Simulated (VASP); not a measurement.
Set up this calculation in VASP 6.6.1, as the native input.

```
Task                   : band structure
Functional             : PBE
Potentials or basis    : VASP PAW PBE potentials, release 64 (Ga_d, P)
Cutoff                 : 520 eV
k mesh                 : 8 × 8 × 8
Occupations            : gaussian, width 0.03 eV
Spin                   : no spin polarisation
Further INCAR settings : ALGO = Normal; EDIFF = 1e-06
```

The structure of GaP lies in POSCAR:

```
GaP                                     
1.0
    0.0000000000      2.7184163015      2.7184163015
    2.7184163015      0.0000000000      2.7184163015
    2.7184163015      2.7184163015      0.0000000000
  Ga              P             
     1     1
Direct
     0.0000000000000000    0.0000000000000000    0.0000000000000000
     0.2500000000000000    0.2500000000000000    0.2500000000000000
```

These files were run (other wordings do the same):

INCAR

```
SYSTEM = GaP
PREC = Accurate ; ENCUT = 520
EDIFF = 1E-6 ; ISMEAR = 0
SIGMA = 0.03 ; LREAL = .False.
LASPH = .True. ; NELM = 80
ALGO = Normal ; ISIF = 2
LWAVE = .False. ; LCHARG = .False.
GGA = PE
```

KPOINTS

```
regular mesh
0
Gamma
  8 8 8
  0 0 0
```

KPOINTS_OPT

```
explicit points
202
Reciprocal
 0.0000000000  0.0000000000  0.0000000000 1
 0.0555555556  0.0000000000  0.0555555556 1
 0.1111111111  0.0000000000  0.1111111111 1
 0.1666666667  0.0000000000  0.1666666667 1
 0.2222222222  0.0000000000  0.2222222222 1
 0.2777777778  0.0000000000  0.2777777778 1
[... 194 lines left out ...]
 0.5107344400  0.0214688900  0.5107344400 1
 0.4892655600 -0.0214688900  0.4892655600 1
```

Potentials or basis: VASP PAW PBE potentials, release 64 (Ga_d, P).

Command:

```console
$ cat potpaw_PBE.64/Ga_d/POTCAR potpaw_PBE.64/P/POTCAR > POTCAR
$ mpirun -np 1 vasp_std > vasp.out
```

It gave:

```
Pressure                : 3.1 GPa
Band gap on the k mesh  : 1.63 eV, indirect (least direct gap 1.89 eV)
Band gap along the path : 1.58 eV, indirect (least direct gap 1.89 eV)
```

Wall time 75 s on 1 thread of Intel(R) Xeon(R) Platinum 8488C (Sapphire Rapids) (shared host), peak memory 0.18 GiB.
